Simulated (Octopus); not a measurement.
# Al (P6_3/mmc) in Octopus: reference runs

Aim: a first look at Al with PBEsol, on the cell as given and on a disturbed one.

Everything below comes from runs of Octopus 16.4. Logs are shortened: lines on timing, memory, paths and dates and some standing lists are left out, and cuts for length are marked.

**1. Starting point**

The structure is hexagonal, space group P6_3/mmc (No. 194). Conventional cell: a = 2.812 Å, b = 2.812 Å, c = 4.867 Å, α = 90.00°, β = 90.00°, γ = 120.00°. Al (site symmetry -6m2) is surrounded by 12 Al at 2.81 to 2.93 Å.

This isn't the form of Al at room conditions, which is fcc.

**2. Single point, PBEsol**

Contents of inp:

```
CalculationMode = gs
UnitsOutput = eV_Angstrom
PeriodicDimensions = 3
ExperimentalFeatures = yes
PseudopotentialSet = pseudodojo_pbesol
%LatticeParameters
 1*angstrom | 1*angstrom | 1*angstrom
%
%LatticeVectors
 2.8124553515 | 0 | 0
 -1.4062276757 | 2.4356577814 | 0
 0 | 0 | 4.86685
%
%ReducedCoordinates
 "Al" | 0.3333333333 | 0.6666666667 | 0.25
 "Al" | 0.6666666667 | 0.3333333333 | 0.75
%
%Spacing
 0.17577846*angstrom | 0.17577846*angstrom | 0.18025370*angstrom
%
DerivativesOrder = 8
%KPointsGrid
 11 | 11 | 6
%
KPointsUseSymmetries = yes
XCFunctional = gga_x_pbe_sol + gga_c_pbe_sol
SmearingFunction = fermi_dirac
Smearing = 0.05*eV
ExtraStates = 6
Eigensolver = chebyshev_filter
ConvRelDens = 3e-7
MaximumIter = 120
```

Potentials or basis: pseudodojo_pbesol (PseudoDojo 0.4, PBEsol).

The run is started by

```bash
> OMP_NUM_THREADS=1 octopus > out.log
```

out.log:

```text
Running octopus

[... 13 lines left out ...]

Input: [AllElectronType = no]
Input: [PseudopotentialSet = pseudodojo_pbesol]
Reading Coordinates from ReducedCoordinates block

****************************** Species *******************************
  Species 'Al'
    type             : pseudopotential
    file             : 'Al.upf'
    file format      : UPF2
    valence charge   : 3.0
    atomic number    :  13
    form on file     : kleinman-bylander
    lmax             : 2
    llocal           : -1
    projectors per l : 2
    total projectors : 6
    application form : kleinman-bylander
    orbitals         :  4
    bound orbitals   :  4

**********************************************************************

***************************** Symmetries *****************************
Space group No.  194
International: P6_3/mmc
Schoenflies: D6h^4
Info: The system has    12 symmorphic symmetries that can be used.
  Index                Rotation matrix                      Fractional translations
    1 :     1   0   0     0   1   0     0   0   1      0.000000    0.000000    0.000000
    2 :    -1   0   0     0  -1   0     0   0  -1      0.000000    0.000000    0.000000
    3 :     0   1   0    -1  -1   0     0   0   1      0.000000    0.000000    0.000000
    4 :     0  -1   0     1   1   0     0   0  -1      0.000000    0.000000    0.000000
    5 :    -1  -1   0     1   0   0     0   0   1      0.000000    0.000000    0.000000
    6 :     1   1   0    -1   0   0     0   0  -1      0.000000    0.000000    0.000000
    7 :    -1  -1   0     0   1   0     0   0  -1      0.000000    0.000000    0.000000
    8 :     1   1   0     0  -1   0     0   0   1      0.000000    0.000000    0.000000
    9 :     0   1   0     1   0   0     0   0  -1      0.000000    0.000000    0.000000
   10 :     0  -1   0    -1   0   0     0   0   1      0.000000    0.000000    0.000000
   11 :     1   0   0    -1  -1   0     0   0  -1      0.000000    0.000000    0.000000
   12 :    -1   0   0     1   1   0     0   0   1      0.000000    0.000000    0.000000
Info: The system also has    12 nonsymmorphic symmetries (not used for electrons).
    1 :     1   1   0    -1   0   0     0   0   1      0.000000    0.000000   -0.500000
    2 :    -1  -1   0     1   0   0     0   0  -1      0.000000    0.000000   -0.500000
    3 :    -1   0   0     0  -1   0     0   0   1      0.000000    0.000000   -0.500000
    4 :     1   0   0     0   1   0     0   0  -1      0.000000    0.000000   -0.500000
    5 :     0  -1   0     1   1   0     0   0   1     -0.000000    0.000000   -0.500000
    6 :     0   1   0    -1  -1   0     0   0  -1      0.000000    0.000000   -0.500000
    7 :     0  -1   0    -1   0   0     0   0  -1      0.000000    0.000000   -0.500000
    8 :     0   1   0     1   0   0     0   0   1     -0.000000    0.000000   -0.500000
    9 :    -1   0   0     1   1   0     0   0  -1      0.000000    0.000000   -0.500000
   10 :     1   0   0    -1  -1   0     0   0   1      0.000000    0.000000   -0.500000
   11 :     1   1   0     0  -1   0     0   0  -1      0.000000    0.000000   -0.500000
   12 :    -1  -1   0     0   1   0     0   0   1      0.000000    0.000000   -0.500000
**********************************************************************

Input: [CurvMethod = curv_affine]
Input: [DerivativesStencil = stencil_stargeneral]

****************************** Lattice *******************************
  Lattice Vectors [A]
    2.812455    0.000000    0.000000
   -1.406228    2.435658    0.000000
    0.000000    0.000000    4.866850
  Cell volume =            33.3388 [A^3]
  Reciprocal-Lattice Vectors [A^-1]
    2.234057    1.289833   -0.000000
    0.000000    2.579667    0.000000
    0.000000   -0.000000    1.291017
  Cell angles [degree]
    alpha =   90.000
    beta  =   90.000
    gamma =  120.000
**********************************************************************

Checking if the generated full k-point grid is symmetric

    84 k-points generated from parameters :
 ---------------------------------------------------
    n =   11   11    6

    s1  =  0.50  0.50  0.00

   index |      weight  |             coordinates              |
       1 |     0.001377 |    0.000000    0.000000    0.000000  |
       2 |     0.008264 |    0.090909    0.000000    0.000000  |
       3 |     0.002755 |    0.000000    0.000000    0.166667  |
       4 |     0.008264 |    0.090909    0.090909    0.000000  |
       5 |     0.008264 |    0.090909    0.000000    0.166667  |
[... 173 lines left out ...]

Info: Unnormalized total charge =      5.958209
Info: Renormalized total charge =      6.000000

** Warning:
**   Symmetrization discrepancy ratio (scalar) =  9.59119E-03

Info: Setting up Hamiltonian.
Info: Performing initial LCAO calculation with      8 orbitals.
Info: Getting Hamiltonian matrix elements.

Eigenvalues [eV]
 #st  Spin   Eigenvalue      Occupation
#k =       1, k = (  0.000000,  0.000000,  0.000000)
   1   --    -4.831515       2.000000
   2   --     1.221494       2.000000
   3   --     1.353702       2.000000
   4   --    18.711375       0.000000
   5   --    18.713745       0.000000
   6   --    19.208282       0.000000
   7   --    21.224609       0.000000
   8   --    21.227343       0.000000
#k =       2, k = (  0.090909,  0.000000,  0.000000)
   1   --    -4.617325       2.000000
   2   --     1.419250       2.000000
   3   --     1.575864       2.000000
   4   --    18.757432       0.000000
   5   --    18.763154       0.000000
   6   --    19.379110       0.000000
   7   --    21.512380       0.000000
   8   --    21.516928       0.000000
[... 82 further k-points ...]
Fermi energy =    17.674379 eV
Generating random wavefunctions for states        9 and above
Orthogonalizing wavefunctions.
Info: Ground-state restart information will be written to 'restart/gs'.
Info: SCF using complex wavefunctions.
Info: Starting SCF iteration.

** Warning:
**   Symmetrization discrepancy ratio (scalar) =  3.86573E-02

*********************** SCF CYCLE ITER #    1 ************************
 etot  = -1.25965555E+02 abs_ev   =  1.02E+01 rel_ev   =  1.04E+00
 ediff =        4.63E+00 abs_dens =  6.51E-01 rel_dens =  1.08E-01
Matrix vector products: 2100
Converged eigenvectors: 0

#  State  KPoint  Eigenvalue [eV]  Occupation    Error
      1       1       -5.048883    2.000000   ( 6.3E-05)
      1       3       -4.875519    2.000000   ( 3.0E-05)
      1       2       -4.842820    2.000000   ( 6.7E-05)
      1       6       -4.669691    2.000000   ( 5.9E-05)
      1       5       -4.669691    2.000000   ( 1.0E-04)
      1       4       -4.431613    2.000000   ( 7.4E-05)
      1       9       -4.356663    2.000000   ( 6.8E-05)
      1       7       -4.258956    2.000000   ( 1.1E-04)
[... 23 lines left out ...]
      9      17       20.356589    0.000000   ( 2.0E-01)
      9       5       20.359418    0.000000   ( 1.5E-01)
      9       2       20.441048    0.000000   ( 1.3E-01)
      9       9       20.514316    0.000000   ( 2.4E-01)
      9      32       20.605815    0.000000   ( 1.1E-01)
      9       1       21.369404    0.000000   ( 2.0E-01)
      9       3       21.407641    0.000000   ( 2.4E-01)
      9      49       21.625084    0.000000   ( 1.4E-01)

Density of states:

--------------------------------------%-%-%---------------------------
---------------------------%----------%-%-%-------%-------------------
---------------------------%-----%----%-%-%%---%-%%-------------------
---------------------%-----%---%-%%-%-%-%-%%-%%%-%%-%-----%-%---------
---------------%--%--%-%---%-%%%-%%-%-%-%-%%-%%%%%%%%-%--%%-%---------
---------------%--%%-%-%%%%%-%%%%%%%%%%-%%%%%%%%%%%%%%%-%%%-%---------
---------%-%---%%%%%-%-%%%%%-%%%%%%%%%%-%%%%%%%%%%%%%%%%%%%%%---------
----%%-%%%%%%%%%%%%%%%%%%%%%%%%%%%%%%%%-%%%%%%%%%%%%%%%%%%%%%%--%-%---
--%-%%%%%%%%%%%%%%%%%%%%%%%%%%%%%%%%%%%-%%%%%%%%%%%%%%%%%%%%%%%-%%%---
-%%%%%%%%%%%%%%%%%%%%%%%%%%%%%%%%%%%%%%%%%%%%%%%%%%%%%%%%%%%%%%%%%%---
                             ^

Fermi energy =     6.055005 eV

**********************************************************************

*********************** SCF CYCLE ITER #    2 ************************
 etot  = -1.26051270E+02 abs_ev   =  8.72E-02 rel_ev   =  9.01E-03
 ediff =        3.15E-03 abs_dens =  9.05E-03 rel_dens =  1.51E-03
Matrix vector products: 2100
Converged eigenvectors: 0
[... 115 lines left out ...]
*********************** SCF CYCLE ITER #   12 ************************
 etot  = -1.26211032E+02 abs_ev   =  8.52E-07 rel_ev   =  8.94E-08
 ediff =        3.55E-08 abs_dens =  4.56E-07 rel_dens =  7.60E-08
Matrix vector products: 2100
Converged eigenvectors: 99

#  State  KPoint  Eigenvalue [eV]  Occupation    Error
      1       1       -5.083293    2.000000   ( 4.5E-08)
      1       3       -4.910013    2.000000   ( 4.2E-08)
      1       2       -4.877321    2.000000   ( 4.1E-08)
      1       5       -4.704275    2.000000   ( 4.0E-08)
      1       6       -4.704275    2.000000   ( 4.0E-08)
      1       4       -4.466290    2.000000   ( 3.8E-08)
      1       9       -4.391413    2.000000   ( 2.9E-08)
      1       7       -4.293715    2.000000   ( 3.6E-08)
[... 23 lines left out ...]
      9       2       19.592391    0.000000   ( 7.5E-03)
      9      17       19.633948    0.000000   ( 2.9E-02)
      9       6       19.644579    0.000000   ( 1.4E-02)
      9       5       19.653872    0.000000   ( 1.3E-02)
      9       9       19.788970    0.000000   ( 2.6E-02)
      9      49       20.181056    0.000000   ( 3.6E-02)
      9      32       20.376572    0.000000   ( 2.8E-02)
      9       3       20.524646    0.000000   ( 6.1E-02)

Density of states:

---------------------------------------%--------------%---%-----------
--------------------------------%-----%%----%--%-%-%--%---%-----------
----------------------------%---%-----%%--%-%%-%-%%%--%%--%-----------
----------------------------%---%-----%%--%%%%-%%%%%%-%%--%-----------
----------------------%-%--%%-%-%%%---%%-%%%%%-%%%%%%-%%--%-----------
-----------%--%---%-%-%-%%-%%-%-%%%%-%%%-%%%%%-%%%%%%%%%%%%%----------
--------%--%%-%-%%%%%%%-%%-%%%%-%%%%%%%%-%%%%%-%%%%%%%%%%%%%---%------
----%---%%-%%-%%%%%%%%%%%%%%%%%%%%%%%%%%-%%%%%-%%%%%%%%%%%%%%-%%------
--%-%%%%%%-%%%%%%%%%%%%%%%%%%%%%%%%%%%%%-%%%%%%%%%%%%%%%%%%%%%%%-%----
-%%%%%%%%%%%%%%%%%%%%%%%%%%%%%%%%%%%%%%%%%%%%%%%%%%%%%%%%%%%%%%%%%-%--
                              ^

Fermi energy =     6.001672 eV

**********************************************************************

Info: SCF converged in   12 iterations

** Warning:
**   Some of the states are not fully converged!

Info: Number of matrix-vector products:      25200
Info: Finished writing information to 'restart/gs'.

Octopus emitted 16 warnings.
```

It took 91 s on 1 thread of Arm Neoverse V2, shared host; peak memory 0.45 GiB.

What came out:

```
Free energy            : -126.2156 eV
Band gap on the k mesh : none (metal or under the smearing width)
```

**3. Single point, PBEsol (atoms moved at random, drawn with an rms of 0.05 Å)**

inp, as its differences from that of step 2:

```diff
@@ -14,4 +14,4 @@
 %ReducedCoordinates
- "Al" | 0.3333333333 | 0.6666666667 | 0.25
- "Al" | 0.6666666667 | 0.3333333333 | 0.75
+ "Al" | 0.314418 | 0.646969 | 0.2454
+ "Al" | 0.669791 | 0.33912 | 0.753178
 %
```

Potentials or basis: pseudodojo_pbesol (PseudoDojo 0.4, PBEsol).

The run is started by

```bash
> OMP_NUM_THREADS=1 octopus > out.log
```

out.log:

```text
Running octopus

[... 13 lines left out ...]

Input: [AllElectronType = no]
Input: [PseudopotentialSet = pseudodojo_pbesol]
Reading Coordinates from ReducedCoordinates block

****************************** Species *******************************
  Species 'Al'
    type             : pseudopotential
    file             : 'Al.upf'
    file format      : UPF2
    valence charge   : 3.0
    atomic number    :  13
    form on file     : kleinman-bylander
    lmax             : 2
    llocal           : -1
    projectors per l : 2
    total projectors : 6
    application form : kleinman-bylander
    orbitals         :  4
    bound orbitals   :  4

**********************************************************************

***************************** Symmetries *****************************
Space group No.    2
International: P-1
Schoenflies: Ci^1
Info: The system has     1 symmorphic symmetries that can be used.
  Index                Rotation matrix                      Fractional translations
    1 :     1   0   0     0   1   0     0   0   1      0.000000    0.000000    0.000000
Info: The system also has     1 nonsymmorphic symmetries (not used for electrons).
    1 :    -1   0   0     0  -1   0     0   0  -1     -0.015791   -0.013911   -0.001422
**********************************************************************

Input: [CurvMethod = curv_affine]
Input: [DerivativesStencil = stencil_stargeneral]

****************************** Lattice *******************************
  Lattice Vectors [A]
[... 567 lines left out ...]
---------------------------%--%-----%%--%%%---%%-%%%------------------
--------------------%----%-%-%%-%%--%%--%%%%-%%%-%%%%-%---------------
--------------%--%-%%--%%%-%-%%-%%%-%%--%%%%%%%%%%%%%%%---------------
-----------%-%%-%%-%%-%%%%%%-%%-%%%%%%-%%%%%%%%%%%%%%%%%%%%%%---------
--------%-%%-%%%%%%%%%%%%%%%%%%%%%%%%%%%%%%%%%%%%%%%%%%%%%%%%---------
----%%-%%-%%%%%%%%%%%%%%%%%%%%%%%%%%%%%%%%%%%%%%%%%%%%%%%%%%%%%%%-----
--%-%%%%%%%%%%%%%%%%%%%%%%%%%%%%%%%%%%%%%%%%%%%%%%%%%%%%%%%%%%%%%-----
-%%%%%%%%%%%%%%%%%%%%%%%%%%%%%%%%%%%%%%%%%%%%%%%%%%%%%%%%%%%%%%%%%%---
                            ^

Fermi energy =     6.039609 eV

**********************************************************************

*********************** SCF CYCLE ITER #    2 ************************
 etot  = -1.26048288E+02 abs_ev   =  7.69E-02 rel_ev   =  7.95E-03
 ediff =        2.17E-03 abs_dens =  3.41E-02 rel_dens =  5.69E-03
Matrix vector products: 9100
Converged eigenvectors: 0
[... 115 lines left out ...]
*********************** SCF CYCLE ITER #   12 ************************
 etot  = -1.26206841E+02 abs_ev   =  3.05E-07 rel_ev   =  3.20E-08
 ediff =        1.38E-08 abs_dens =  3.02E-07 rel_dens =  5.03E-08
Matrix vector products: 9100
Converged eigenvectors: 794

#  State  KPoint  Eigenvalue [eV]  Occupation    Error
      1       1       -5.086228    2.000000   ( 1.4E-08)
      1       4       -4.913327    2.000000   ( 1.2E-08)
      1       3       -4.880281    2.000000   ( 1.3E-08)
      1       6       -4.880262    2.000000   ( 1.3E-08)
      1       2       -4.880251    2.000000   ( 1.3E-08)
      1       8       -4.707614    2.000000   ( 6.5E-09)
      1      10       -4.707612    2.000000   ( 6.5E-09)
      1      13       -4.707596    2.000000   ( 6.4E-09)
[... 23 lines left out ...]
      9       9       19.830619    0.000000   ( 9.8E-03)
      9     252       20.126519    0.000000   ( 9.2E-03)
      9     254       20.130344    0.000000   ( 9.9E-03)
      9     135       20.137717    0.000000   ( 7.2E-03)
      9      81       20.270490    0.000000   ( 5.6E-03)
      9     116       20.298736    0.000000   ( 5.1E-03)
      9     114       20.326902    0.000000   ( 3.5E-03)
      9       4       20.450256    0.000000   ( 1.4E-02)

Density of states:

---------------------------------------------%--------%---------------
----------------------------%---%-----%-----%%-%--%---%---------------
----------------------------%---%-----%-----%%-%-%%%--%%--%-----------
----------------------%-----%---%-----%%---%%%-%%%%%%-%%--%-----------
----------------------%-%--%%---%-%%--%%-%%%%%-%%%%%%-%%-%%%----------
------------%--%-%%-%-%-%--%%-%%%%%%%%%%-%%%%%-%%%%%%%%%%%%%----------
--------%--%%-%%-%%%%-%-%%%%%%%%%%%%%%%%%%%%%%-%%%%%%%%%%%%%---%------
----%--%%%-%%-%%%%%%%%%%%%%%%%%%%%%%%%%%%%%%%%-%%%%%%%%%%%%%%%%%------
--%-%-%%%%%%%%%%%%%%%%%%%%%%%%%%%%%%%%%%%%%%%%%%%%%%%%%%%%%%%%%%---%--
-%%%%%%%%%%%%%%%%%%%%%%%%%%%%%%%%%%%%%%%%%%%%%%%%%%%%%%%%%%%%%%%%%%%--
                              ^

Fermi energy =     5.991908 eV

**********************************************************************

Info: SCF converged in   12 iterations

** Warning:
**   Some of the states are not fully converged!

Info: Number of matrix-vector products:     109200
Info: Finished writing information to 'restart/gs'.

Octopus emitted 3 warnings.
```

static/info:

```text
**

********************** Brillouin zone sampling ***********************
Dimensions of the k-point grid      = 11 11  6
Total number of k-points            = 726
[... 4054 lines left out ...]
      rel_energy =  2.97188111E-09 ( 0.00000000E+00)
      abs_dens =  3.01958137E-07 ( 0.00000000E+00)
      rel_dens =  5.03263562E-08 ( 3.00000000E-07)
      abs_evsum =  3.04766136E-07 ( 0.00000000E+00) [eV]
      rel_evsum =  3.20263332E-08 ( 0.00000000E+00)

Forces on the ions [eV/A]
 Ion                        x              y              z
   1        Al   2.36396275E-02   4.62689644E-02   1.24103113E-01
   2        Al  -2.36396275E-02  -4.62689644E-02  -1.24103113E-01
 ----------------------------------------------------------
 Max abs force   2.36396275E-02   4.62689644E-02   1.24103113E-01
   Total force   0.00000000E+00   0.00000000E+00   0.00000000E+00
```

Run time: 6 min. Hardware: 1 thread of Arm Neoverse V2, shared host; peak memory 1.8 GiB.

What came out:

- Free energy: -126.2116 eV
- Largest force: 0.135 eV/Å
- Band gap on the k mesh: none (metal or under the smearing width)

Forces in eV/Å, atoms in the order of the input:
```
Al   0.024  0.046  0.124
Al  -0.024 -0.046 -0.124
```
